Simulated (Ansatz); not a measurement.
# SnO$_{2}$: the gap under strain

SnO$_{2}$, P4_2/mnm, a = 4.723 Å, c = 3.190 Å. Ansatz: LDA, PAW, 420 eV, Γ-centred 6×6×8 mesh on 6 atoms, Gaussian smearing 0.02 eV; no spin polarisation. Series: strain along c alone, the other axes held, atoms relaxed; x is the strain in per cent. The gap is sought over the whole zone.

| x (%) | gap y (eV) |
| --- | --- |
| -6.0 | 2.031 |
| -4.0 | 1.713 |
| -2.0 | 1.440 |
| 0.0 | 1.161 |
| 2.0 | 0.881 |
| 4.0 | ? |
| 6.0 | 0.347 |

Question: Fit y = E0 + c1 x + c2 x² to the other rows, give the deformation potential for this strain, and predict the missing gap.

Answer: Least squares on the rows shown. y = 1.1557 − 0.13956 x + 0.00084226 x². The deformation potential is 100 c1 = -13.96 eV per unit strain. At x = 4.0 the fit asked for gives 0.611 eV. The run gave 0.608 eV, so the fit is 0.003 eV too high, within the rms miss on the fitted rows (0.007 eV).

Semilocal functionals give gaps under the measured ones; changes of the gap mostly carry over better.